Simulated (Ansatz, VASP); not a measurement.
# W9C8: VASP beside Ansatz

```xyz
17
Lattice="5.7095 0.0000 0.0000 -2.8547 4.9446 0.0000 0.0000 0.0000 15.2021" Properties=species:S:1:pos:R:3 pbc="T T T"
W     0.0000    0.0000    1.0000
W     0.0259    0.0149    3.8399
W    -1.4274    2.4723    1.0000
W    -1.4273    2.4722    3.8923
W     2.8547    0.0000    1.0000
W     2.8291    0.0148    3.8400
W     1.4274    2.4723    1.0000
W     1.4275    2.4424    3.8399
W     1.4274    4.1205    6.1501
C     1.4277    0.8240    2.3297
C     1.4274    0.8241    5.0506
C    -0.0025    3.2948    2.3474
C    -0.0136    3.2885    5.2123
C     4.2822    0.8271    2.3474
C     4.2821    0.8398    5.2122
C     2.8575    3.2948    2.3474
C     2.8682    3.2886    5.2118
```

Alike in both runs: functional PBE; k mesh 2 × 2 × 1; occupations fermi-dirac, width 0.15 eV; no spin polarisation.

Ansatz relaxed the structure, and its values are those at the end. VASP's run is a single point on that final structure, the one shown.

```csv
,VASP,Ansatz
version,VASP 6.6.1,Ansatz 0.2.0
potentials or method,"VASP PAW PBE potentials, release 64 (W_sv, C)","scalar-relativistic, plane waves, PAW"
plane-wave cutoff (eV),520,420
valence electrons in the cell,158,158
```

|  | VASP | Ansatz | Ansatz less VASP |
| --- | --- | --- | --- |
| rms of the force components (eV/Å) | 0.098 | 0.091 | -0.0070 |

The functional is the same, so the differences come from potentials, cutoffs and numerics.

Caveats: the k mesh is coarse (spacing up to 0.64 Å⁻¹), so the values aren't converged. The runs have no spin-orbit coupling, so splittings on W are missing.
